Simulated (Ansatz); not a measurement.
Computed with DFT PBE, scalar-relativistic, plane waves, PAW in Ansatz 0.2.0. Settings: cutoff 420 eV, Γ-centred meshes spaced at most about 0.3 Å⁻¹, and about 0.25 Å⁻¹ or finer for metals (2π included), Gaussian smearing. No spin polarisation in the final relaxations.

All energies are static (0 K, no zero-point motion). All come from trial cells, and lower structures may exist.

**Question.** Order these relaxed structures of GaN by energy, lowest first, with the energy over the lowest of them.
A.

```
Ga N
1.0
     3.01380    0.00000    0.00000
    -1.50690    2.61003    0.00000
     0.00000    0.00000   10.02226
Ga N
4 4
Direct
  0.33333 0.66667 0.87711
  0.66667 0.33333 0.12289
  0.66667 0.33333 0.37711
  0.33333 0.66667 0.62289
  0.66667 0.33333 0.75000
  0.00000 0.00000 0.00000
  0.33333 0.66667 0.25000
  0.00000 0.00000 0.50000
```

B.

```
Ga N
1.0
     2.99203    0.00000    0.00000
    -1.49601    2.59117    0.00000
     0.00000    0.00000    5.27556
Ga N
2 2
Direct
  0.33333 0.66667 0.75000
  0.66667 0.33333 0.25000
  0.00000 0.00000 0.00000
  0.00000 0.00000 0.50000
```

**Answer.** A (0 meV/atom), B (324 meV/atom). Forms: A P6_3/mmc; B anti-nickel arsenide type, P6_3/mmc. Counting N atoms around Ga (those within 1.25 times the shortest such distance or 1.15 times the sum of covalent radii, 1.27 where that leaves under three): A has Ga 6; B has Ga 6. Even the lowest lies +0.09 eV/atom against the elements.

Cells relaxed within their symmetry can be saddle points. The part of the Crystallography Open Database at hand lists GaN in space groups No. 186, 225; no cell shown has one of them. Some structure types and database cells were kept out of the candidates from the start, so a known form may be missing.
